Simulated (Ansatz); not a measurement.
Perturbing GaSe

Base: an entry of the Crystallography Open Database (COD) whose atoms were relaxed with PBE, the cell held.

```
Ga Se
1.0
     3.75000    0.00000    0.00000
    -1.87500    3.24760    0.00000
     0.00000    0.00000   15.92000
Ga Se
4 4
Direct
  0.33333 0.66667 0.92767
  0.66667 0.33333 0.42767
  0.33333 0.66667 0.57233
  0.66667 0.33333 0.07233
  0.33333 0.66667 0.15638
  0.66667 0.33333 0.65638
  0.33333 0.66667 0.34362
  0.66667 0.33333 0.84362
```

Atoms are numbered from 1 in the order listed; like atoms form one site, named after its first atom.

Level of theory: DFT, PBE, plane waves and PAW, scalar-relativistic, 420 eV cutoff, Γ-centred 14×14×3 k-points, Fermi–Dirac smearing 0.05 eV (Ansatz 0.2.0).

Gradients in 10²¹ V/m²:

```tsv
site	atoms	V_zz base	η base	V_zz variant	η variant
Ga	1, 2, 3, 4	0.053	0.00	-0.36	0.00
Se	5, 6, 7, 8	16.64	0.00	18.53	0.00
```

Task: Which change was made?
A. volume scaled by 1.06, ions relaxed
B. z stretched by 3 %, ions relaxed
C. z compressed by 3 %, ions relaxed
D. volume scaled by 0.98, ions relaxed

Result: C. The largest change of V_zz is on Se, from 16.64 to 18.53. In per cent, |V_zz| changes by +11 on Se (all sites that start above 2). V_zz changes sign on Ga (same axis).

With no gap above 0.1 eV, as in a metal, the gradients converge slowly in k; expect changes of a tenth or more on a denser mesh.
